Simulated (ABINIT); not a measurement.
Input of an ABINIT 10.8.3 (patched build) run:

run.abi

```
pp_dirpath "./"
pseudos "Ge.GGA_PBE-JTH.xml"

acell 3*1.0 Angstrom
rprim
     0.0000000000     2.8409724500     2.8409724500
     2.8409724500     0.0000000000     2.8409724500
     2.8409724500     2.8409724500     0.0000000000
ntypat 1
znucl 32
natom 2
typat 1 1
xred
     0.7500000000     0.7500000000     0.7500000000
     0.5000000000     0.5000000000     0.5000000000
chkprim 0
chksymtnons 0
tolsym 1.0e-6

ecut 22.0
pawecutdg 44.0

kptopt 1
ngkpt 6 6 6
nshiftk 1
shiftk 0.0 0.0 0.0

ixc -116133

nband 18
occopt 3
tsmear 0.00183747

nstep 100
tolvrs 1.0e-9

iomode 3
prtwf 0
prtden 0
prteig 0
prtebands 0
enunit 2
```

Potentials or basis: JTH PAW PBE v2.0.

Command:

```console
$ abinit run.abi > log 2>&1
```

Task: Predict the pressure.

Result: -0.6 GPa.

Task: What does it give for the band gap on the k mesh?

Result: None (metal or under the smearing width).

Caveat: the PAW data sets were made with another functional, which shifts forces and pressure a little; this crystal is a semiconductor, whose small gap the functional closes, so the metal is an error of the method.
